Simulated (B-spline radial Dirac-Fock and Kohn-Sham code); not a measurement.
# The M5 (3d5/2) level from Tc to Ce

The computed values come from a radial atomic solver: multi-electron Dirac-Fock with separately optimised hole states, Breit and Lamb-shift corrections added in first order. Free neutral atoms, energies in eV. Correlation and solid-state effects are left out. Relaxation, Breit and QED are contributions to the binding energy. "Screened" places the removed electron in the lowest shell with room, a model of an edge from the Fermi level; tabulated edges (Elam, Ravel and Sieber 2002) are for the standard state, and for monatomic gases they compare with the unscreened value. A dash: no value, or a hole state left out as unreliable.

```tsv
Z	element	binding	relaxation	Breit	QED	screened	tabulated edge
43	Tc	265.2	-13.8	-0.02	0.03	253.5	253.9
44	Ru	287.8	-15.1	-0.04	0.03	–	280
46	Pd	339.9	-16.8	-0.08	0.03	333.7	335.2
47	Ag	374.6	-16.7	-0.10	0.04	367.4	368.3
48	Cd	411.4	-16.8	-0.12	0.05	406.3	405.2
49	In	451.5	-17.1	-0.14	0.05	445.1	443.9
50	Sn	493.2	-17.3	-0.16	0.06	485.6	484.9
51	Sb	536.5	-17.5	-0.19	0.06	527.6	528.2
52	Te	581.5	-17.7	-0.22	0.06	571.3	573
53	I	628.2	-18.0	-0.25	0.07	616.6	619.3
54	Xe	676.5	-18.2	-0.28	0.07	673.0	676.4
55	Cs	732.1	-18.5	-0.33	0.08	727.8	726.6
56	Ba	789.6	-18.6	-0.37	0.09	785.8	780.5
57	La	846.3	-19.2	-0.43	0.09	839.5	836
58	Ce	894.1	-20.4	-0.50	0.09	887.3	883.8
```
